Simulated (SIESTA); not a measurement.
Crystal: NbP.

```
CELL_PARAMETERS angstrom
-1.67492 1.67492 5.74011
1.67492 -1.67492 5.74011
1.67492 1.67492 -5.74011
ATOMIC_POSITIONS crystal
Nb 0.24988 0.74988 0.50000
Nb 0.49988 0.49988 0.00000
P 0.83275 0.33275 0.50000
P 0.08275 0.08275 0.00000
```

The cell is a database's computed one.

* Program: SIESTA 5.4.2
* Task: single point
* Functional: PBEsol
* Potentials or basis: PseudoDojo 0.4 standard (PBEsol files)
* Basis: DZP (energy shift 0.003 Ry; two zetas on semicore shells)
* Grid cutoff: 800 Ry
* Energy shift: 0.003 Ry
* k mesh: 11 × 11 × 11
* Occupations: fermi-dirac, width 0.05 eV
* Spin: no spin polarisation

On this cell: pressure -4.5 GPa; largest force 0.026 eV/Å; band gap on the k mesh none (metal or under the smearing width).

The same run follows on a disturbed copy (atoms moved at random, drawn with an rms of 0.05 Å):

```
Nb P
1.0
    -1.67492    1.67492    5.74011
     1.67492   -1.67492    5.74011
     1.67492    1.67492   -5.74011
Nb P
2 2
Cartesian
  1.6084 -0.0063 2.9324
  -0.0277 -0.0107 5.7562
  -0.0628 1.7222 3.8209
  0.0029 -0.0365 0.8889
```

**Question.** What changes?

**Answer.** The energy (extrapolated to zero smearing) moves by +28.0 meV/atom; pressure -3.9 GPa; largest force 1.286 eV/Å; band gap on the k mesh none (metal or under the smearing width).

Forces on the atoms (eV/Å):
```
Nb   0.286  0.408 -1.124
Nb   0.139 -0.037 -0.271
P    0.046 -0.708  0.248
P   -0.471  0.337  1.148
```

Stress tensor (GPa, compression positive):
```
-3.08 -0.05  0.04
-0.05 -1.86  0.20
 0.04  0.20 -6.70
```

Caveats: the basis of atomic orbitals isn't converged, which shifts pressures, moduli and gaps.
